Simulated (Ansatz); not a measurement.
A plane-wave DFT run in Ansatz 0.2.0 (scalar-relativistic PAW potentials unless the input names others): input and command.

```yaml
crystal:
  lattice:
    - [0.0, 2.227, 2.227]
    - [2.227, 0.0, 2.227]
    - [2.227, 2.227, 0.0]
  atoms:
    - { symbol: Ta, position: [0.0, 0.0, 0.0] }
    - { symbol: C, position: [0.5, 0.5, 0.5] }
basis:
  ecutwfc: 420
kpoints:
  mp_grid: { grid: [16, 16, 16] }
hamiltonian:
  xc: pbe
  dispersion: d3bj
scf:
  occupations: { method: gaussian, width: 0.1 }
output:
  forces: true
  eigenvalues: true
  stress: true
relax:
  adjacent_minimum: "off"
  f_tol: 0.05
  max_steps: 80
  cell: { stress_tol: 0.05 }
  max_displacement: 0.1
```

```bash
ansatz run input.yaml --threads 4 --pin off --max-ram 10240MiB --backend cpu --events-out ev --progress --plain --runs-dir out
```

Abridged log:
```
Basis set: ecut = 420 eV, 411 PW (Γ), exchange–correlation on 48×48×48 points (8 copies of the dense FFT grid, shifted against one another)
Bands: 13, of which v1, the nominal top of the filled ones, is band 9 counted from 1 (8 counted from 0)
Symmetry: 48 space group operations
k-points: 145 of 4096
SCF iter   1: F=—  HF=-10185.306845 eV  |F-HF|=—  |Δ(HF+E_count)|=         —  Δρ=1.90e-3  dr2=5.78e-4  ethr=1.77e-3  ⟨swp⟩=5.5  Hψ=9817  notcnv=0
SCF iter   2: F=—  HF=-10185.306926 eV  |F-HF|=—  |Δ(HF+E_count)|=   8.09e-5  Δρ=1.30e-3  dr2=3.09e-4  ethr=3.40e-6  ⟨swp⟩=2.3  Hψ=3834  notcnv=0
SCF iter   3: F=—  HF=-10185.306968 eV  |F-HF|=—  |Δ(HF+E_count)|=   4.18e-5  Δρ=4.09e-4  dr2=1.67e-5  ethr=1.82e-6  ⟨swp⟩=2.0  Hψ=2438  notcnv=0
SCF iter   4: F=—  HF=-10185.306962 eV  |F-HF|=—  |Δ(HF+E_count)|=   6.02e-6  Δρ=1.26e-4  dr2=1.08e-6  ethr=9.81e-8  ⟨swp⟩=2.3  Hψ=3099  notcnv=0
SCF iter   5: F=-10185.306962 eV  HF=-10185.306962 eV  |F-HF|=4.22e-9  |Δ(HF+E_count)|=   9.10e-8  Δρ=9.21e-6  dr2=7.42e-9  ethr=6.33e-9  ⟨swp⟩=3.0  Hψ=3473  notcnv=0
SCF iter   6: F=-10185.306962 eV  HF=-10185.306962 eV  |F-HF|=5.17e-10  |Δ(HF+E_count)|=   5.63e-9  Δρ=2.51e-6  dr2=8.17e-10  ethr=4.36e-11  ⟨swp⟩=2.9  Hψ=6951  notcnv=0
SCF 1 converged in 6 iterations: F = -10185.306962 eV  dr2 = 8.17e-10
relax step   1: F+E_penalty+E_count = -10185.30696212 eV  Δ(F+E_penalty+E_count) = +0.000e0 eV  max|allowed force component| = 4.043e-30 eV/Å  Δτ_max = 0.0000 Å  P = -2.166 GPa  Ω = 22.090 Å³  (6 SCF iters, dr2 threshold 1.00e-7 eV, accepted)
Crystal: 2 atoms, lattice volume = 21.866 Å³
Initial density: handed on by an earlier stage of this run
Initial wavefunctions: those handed on with the density
SCF iter   1: F=—  HF=-10185.308290 eV  |F-HF|=—  |Δ(HF+E_count)|=         —  Δρ=2.03e-3  dr2=1.06e-3  ethr=6.31e-6  ⟨swp⟩=2.2  Hψ=11679  notcnv=0
SCF iter   2: F=—  HF=-10185.308053 eV  |F-HF|=—  |Δ(HF+E_count)|=   2.36e-4  Δρ=6.41e-4  dr2=1.14e-4  ethr=6.24e-6  ⟨swp⟩=2.1  Hψ=2216  notcnv=0
   ...
SCF iter   1: F=—  HF=-10185.307927 eV  |F-HF|=—  |Δ(HF+E_count)|=         —  Δρ=2.84e-5  dr2=3.26e-8  ethr=6.14e-8  ⟨swp⟩=3.2  Hψ=14932  notcnv=0
SCF iter   2: F=—  HF=-10185.307927 eV  |F-HF|=—  |Δ(HF+E_count)|=   6.57e-8  Δρ=1.38e-5  dr2=5.26e-9  ethr=1.92e-10  ⟨swp⟩=2.3  Hψ=2745  notcnv=0
SCF iter   3: F=—  HF=-10185.307927 eV  |F-HF|=—  |Δ(HF+E_count)|=   1.12e-8  Δρ=2.06e-6  dr2=1.08e-10  ethr=3.09e-11  ⟨swp⟩=2.2  Hψ=2610  notcnv=0
SCF iter   4: F=-10185.307927 eV  HF=-10185.307927 eV  |F-HF|=1.82e-12  |Δ(HF+E_count)|=  3.22e-10  Δρ=1.62e-7  dr2=1.57e-12  ethr=1.00e-12  ⟨swp⟩=2.0  Hψ=2518  notcnv=0
SCF iter   5: F=-10185.307927 eV  HF=-10185.307927 eV  |F-HF|=5.46e-12  |Δ(HF+E_count)|=  5.46e-12  Δρ=1.29e-8  dr2=2.61e-14  ethr=1.00e-12  ⟨swp⟩=1.0  Hψ=1885  notcnv=0
SCF iter   6: F=-10185.307927 eV  HF=-10185.307927 eV  |F-HF|=3.64e-12  |Δ(HF+E_count)|=  7.28e-12  Δρ=2.17e-9  dr2=1.15e-15  ethr=1.00e-12  ⟨swp⟩=1.0  Hψ=1885  notcnv=0
SCF iter   7: F=-10185.307927 eV  HF=-10185.307927 eV  |F-HF|=0.00e0  |Δ(HF+E_count)|=  7.28e-12  Δρ=3.13e-10  dr2=2.03e-17  ethr=1.00e-12  ⟨swp⟩=1.0  Hψ=1885  notcnv=0
SCF iter   8: F=-10185.307927 eV  HF=-10185.307927 eV  |F-HF|=3.64e-12  |Δ(HF+E_count)|=  1.82e-12  Δρ=1.08e-10  dr2=2.95e-18  ethr=1.00e-12  ⟨swp⟩=1.7  Hψ=4549  notcnv=0
SCF 4 converged in 8 iterations: F = -10185.307927 eV  dr2 = 2.95e-18
SCF converged after 8 iterations
Free energy (F): -10185.307927 eV
Harris-Foulkes:  -10185.307927 eV  (|F-HF|=3.64e-12)
Internal energy: -10185.306331 eV  (E = F + TS)
E sigma→0 (E₀):  -10185.307129 eV
Entropy (-TS):   -0.001596 eV (-0.798 meV/atom)
Fermi energy:    20.156405 eV
  E_disp       = -0.926870  (pairwise vdW)
--- Forces (eV/Å), atoms counted from 1 ---
  atom   1  Ta     0.00000000     0.00000000     0.00000000
  atom   2  C      0.00000000     0.00000000     0.00000000
--- Stress (GPa, compression-positive) ---
       -0.027487       0.000000       0.000000
        0.000000      -0.027487       0.000000
        0.000000       0.000000      -0.027487
  P = ⅓ Tr σ = -0.0275 GPa (-0.275 kbar)
--- Relaxed structure (3 steps of the walk, 3 accepted, 1 SCFs on fresh bases) ---
  F+E_penalty+E_count = -10185.30792717 eV   max|allowed force component| = 3.123e-30 eV/Å   (the final SCF, on the basis selected at the relaxed cell)
  cell:  # Å, volume = 21.9492 Å³
    - [0.0, 2.22226766, 2.22226766]
    - [2.22226766, 0.0, 2.22226766]
    - [2.22226766, 2.22226766, 0.0]
  atoms:
    - { symbol: Ta, position: [0.0, 0.0, 0.0] }
    - { symbol: C, position: [0.5, 0.5, 0.5] }
```

Apart from outputs and empty bands, the input differs from a reference run on usual settings in relax.f_tol: 0.005 → 0.05; relax.max_displacement: not typed → 0.1. The reference, at the same start, ended its own course with a relaxed volume of 10.97 Å³/atom, pressure -0.03 GPa, largest force 0.000 eV/Å, no gap on the mesh. This run converged in 26 SCF iterations over all its steps (reference: 26) with an energy at zero smearing within 0.01 meV/atom of the reference's, a relaxed volume of 10.97 Å³/atom, pressure -0.03 GPa, largest force 0.000 eV/Å, no gap on the mesh.

It took 3.8 s on 4 threads of Arm Neoverse V1, on a shared host, peak memory 0.35 GiB.